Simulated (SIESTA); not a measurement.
**BaZrO3 in SIESTA: the effect of functional**

Crystal: BaZrO3.

```
Ba Zr O
1.0
     4.19134    0.00000    0.00000
     0.00000    4.19134    0.00000
     0.00000    0.00000    4.19134
Ba Zr O
1 1 3
Cartesian
  0.0000 0.0000 0.0000
  2.0957 2.0957 2.0957
  2.0957 2.0957 0.0000
  2.0957 0.0000 2.0957
  0.0000 2.0957 2.0957
```

Alike in all runs:

```yaml
Program: SIESTA 5.4.2
Task: band structure
Basis: DZP (energy shift 0.003 Ry; two zetas on semicore shells; d shell added on Ba)
Grid_cutoff: 800 Ry
Energy_shift: 0.003 Ry
k_mesh: 6 × 6 × 6
Occupations: fermi-dirac, width 0.05 eV
Spin: no spin polarisation
```

```csv
functional,potentials or basis,gap on the mesh (eV),pressure (GPa)
AM05,PseudoDojo 0.4 standard (PBEsol files),2.95,2.5
BLYP,PseudoDojo 0.4 standard (PBE files),3.09,12.6
vdW-DF-cx,PseudoDojo 0.4 standard (PBE files),2.99,2.9
LDA,PseudoDojo 0.4 standard (LDA files),?,?
```

What does the run with functional LDA give?

gap on the mesh 2.92 eV; pressure -2.2 GPa.

Caveats: this set's barium file shifts pressures by up to 1 GPa against other sets; spin-orbit coupling is left out, which moves the levels of the heavy elements; the basis of atomic orbitals isn't converged, which shifts pressures, moduli and gaps; the potentials were made for another functional, which shifts forces and pressure (some runs).

